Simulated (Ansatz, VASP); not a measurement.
## One calculation of BN, two programs

Contents of INCAR:

```
PREC = Accurate
ENCUT = 520
EDIFF = 1E-8
ISMEAR = -1
SIGMA = 0.02
LREAL = F
LASPH = T
NELM = 60
ALGO = Normal
ISIF = 2
LWAVE = F
LCHARG = F
GGA = PS
LEFG = T
NBANDS = 16
```

Contents of KPOINTS:

```
regular mesh
0
Gamma
  11 11 4
```

POSCAR

```
BN
1.0
    2.5039917043      0.0000000000      0.0000000000
   -1.2519958522      2.1685204268      0.0000000000
    0.0000000000      0.0000000000      6.6612000000
B N
2 2
Direct
    0.3333333333      0.6666666667      0.2500000000
    0.6666666667      0.3333333333      0.7500000000
    0.3333333333      0.6666666667      0.7500000000
    0.6666666667      0.3333333333      0.2500000000
```

Input for Ansatz:

```yaml
crystal:
  lattice:
    - [2.5039917043, 0.0, 0.0]
    - [-1.2519958522, 2.1685204268, 0.0]
    - [0.0, 0.0, 6.6612]
  atoms:
    - { symbol: B, position: [0.3333333333, 0.6666666667, 0.25] }
    - { symbol: B, position: [0.6666666667, 0.3333333333, 0.75] }
    - { symbol: "N", position: [0.3333333333, 0.6666666667, 0.75] }
    - { symbol: "N", position: [0.6666666667, 0.3333333333, 0.25] }
kpoints:
  mp_grid: { grid: [11, 11, 4] }
  band_path:
    path:
      - [0.0, 0.0, 0.0]
      - [0.5, 0.0, 0.0]
      - [0.3333333333, 0.3333333333, 0.0]
      - [0.0, 0.0, 0.0]
      - [0.0, 0.0, 0.5]
      - [0.5, 0.0, 0.5]
      - [0.3333333333, 0.3333333333, 0.5]
      - [0.0, 0.0, 0.5]
      - [0.5, 0.0, 0.5]
    npoints: 8
scf:
  occupations: { method: fermi_dirac, width: 0.02 }
hamiltonian:
  xc: pbesol
  pseudopotentials: { kind: all_electron, datasets: crystal }
output:
  forces: true
  stress: true
  eigenvalues: true
  efg: { contact_densities: true }
```

Alike in both runs: task electric field gradients; functional PBEsol; k mesh 11 × 11 × 4; occupations fermi-dirac, width 0.02 eV; no spin polarisation.

|  | VASP | Ansatz |
| --- | --- | --- |
| version | VASP 6.6.1 | Ansatz 0.2.0 |
| potentials or method | VASP PAW PBE potentials, release 64 (B, N) | all-electron PAW with datasets made for the crystal, scalar-relativistic |
| plane-wave cutoff (eV) | 520 | see its input |

Ansatz gave:

* gap on the k mesh at the Fermi level (eV): 4.24
* pressure (GPa): 0.4
* largest component of the traceless stress (GPa): 0.45
* Vzz of the field gradient on the site that differs most (V/Å²): 28.6

Question: Which values does VASP return?

Answer: gap on the k mesh at the Fermi level (eV): 4.23; pressure (GPa): 0.7; largest component of the traceless stress (GPa): 0.04; Vzz of the field gradient on the site that differs most (V/Å²): 34.7.

Ansatz ran all-electron here, so the differences hold the error of VASP's frozen core and of both bases.

Caveats: the PAW data sets were made with another functional, which shifts forces and pressure a little (VASP); an odd mesh through Γ misses points on the zone boundary, where band edges often lie; this functional lacks dispersion, which binds the layers, so the pressure and a relaxed spacing across them are unreliable. Expect the measured gap to be larger: semilocal functionals such as PBEsol lack the derivative discontinuity.
